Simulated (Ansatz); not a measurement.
# Palladium, hcp: HSE06 at the PBE geometry

How do the levels change when part of the exchange is made exact, and what does it cost? Spin polarisation is left out. The cell comes from an earlier PBE relaxation. Exact exchange is dear, so the k-mesh is coarse, and PBE is run on the same mesh for comparison.

Computed with Ansatz 0.2.0 (DFT, plane waves (420 eV) with PBE-made PAW files, scalar-relativistic; functionals as named at each step, unless a step says otherwise).

## Step 1: The system as given

The structure is hexagonal, space group P6_3/mmc (No. 194). The conventional cell has a = 2.776 Å, b = 2.776 Å, c = 4.626 Å, α = 90.00°, β = 90.00°, γ = 120.00°. Pd (site symmetry -6m2) has 12 Pd at 2.78 to 2.81 Å as nearest neighbours.

As a file:

```
Pd
1.0
     2.77601    0.00000    0.00000
    -1.38801    2.40410    0.00000
     0.00000    0.00000    4.62580
Pd
2
Direct
  0.33333 0.66667 0.25000
  0.66667 0.33333 0.75000
```

## Step 2: PBE, coarse mesh

The run with PBE.

Contents of input.yaml:

```yaml
crystal:
  lattice:
    - [2.7760142698, 0.0, 0.0]
    - [-1.3880071349, 2.4040988789, 0.0]
    - [0.0, 0.0, 4.6257977245]
  atoms:
    - { symbol: Pd, position: [0.3333333333, 0.6666666667, 0.25] }
    - { symbol: Pd, position: [0.6666666667, 0.3333333333, 0.75] }
hamiltonian:
  xc: pbe
  pseudopotentials:
    kind: paw
    azcp:
      Pd: "pseudopotentials/Pd.paw.azcp"
basis:
  ecutwfc: 420
  fft_grid_basis: typed
kpoints:
  mp_grid: { grid: [7, 7, 4], shift: [0, 0, 0] }
magnetization:
  spin_polarized: false
scf:
  occupations: { method: fermi_dirac, width: 0.1 }
```

Command:

```bash
$ ansatz run input.yaml --threads 4 --pin off --max-ram 8192MiB --backend cpu --events-out ev --progress --plain --runs-dir out
```

## Step 3: HSE06, coarse mesh

The run with HSE06.

Changes to input.yaml since step 2:

```diff
@@ -9,3 +9,3 @@
 hamiltonian:
-  xc: pbe
+  xc: hse06
   pseudopotentials:
```

(Steps that only read results are left out.)

Q: Predict the outcome of this session. Wanted: PBE: gap; HSE06: gap.

**Answer**, as computed:

```
                         quantity                         value
                         PBE: gap  none (levels filled in part)
                       HSE06: gap  none (levels filled in part)
HSE06: SCF cycles, exchange loops                         17, 2
 HSE06: CPU time over that of PBE                            17
```

Neither PBE nor HSE06 shows a clean gap on this mesh. The hybrid took 17 times as much CPU time as PBE on the same settings. The exchange operator of HSE06 was renewed in 2 outer loops. The total energies in the logs cannot be compared from one functional to another.
